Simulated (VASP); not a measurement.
Zr, 3 atoms in the cell. Symmetry: P6/mmm, No. 191, hexagonal system. The conventional cell has a = 4.806 Å, b = 4.806 Å, c = 3.023 Å, α = 90.00°, β = 90.00°, γ = 120.00°. Around Zr (site symmetry -6m2) lie 11 Zr at 2.77 to 3.16 Å. Zr (site symmetry 6/mmm) has 14 Zr at 3.02 to 3.16 Å as nearest neighbours. The cell was built by a generator and needn't be a form met in nature.

- Program: VASP 6.6.1
- Task: relaxation of cell and atoms
- Functional: r2SCAN
- Potentials or basis: VASP PAW PBE potentials, release 64 (Zr_sv)
- Cutoff: 600 eV
- k mesh: 9 × 9 × 12
- Occupations: methfessel-paxton, width 0.1 eV
- Spin: no spin polarisation
- Target pressure: 17 GPa
- Further INCAR settings: ALGO = Normal; EDIFF = 1e-07; IBRION = 2; EDIFFG = -0.005; NSW = 90; ISIF = 3
- Target pressure: 17 GPa

Potentials or basis: VASP PAW PBE potentials, release 64 (Zr_sv).

Run with:

```bash
$ cat potpaw_PBE.64/Zr_sv/POTCAR > POTCAR
$ mpirun -np 1 vasp_std > vasp.out
```

Hardware: 1 thread of Intel(R) Xeon(R) Platinum 8488C (Sapphire Rapids), with other jobs on the host.

Q: Estimate the wall time of this run.

A: Run time: 5.2 min on 1 thread of Intel(R) Xeon(R) Platinum 8488C (Sapphire Rapids), with other jobs on the host, peak memory 0.26 GiB. Counts: scf iterations 21, k points 84, ion steps 1.
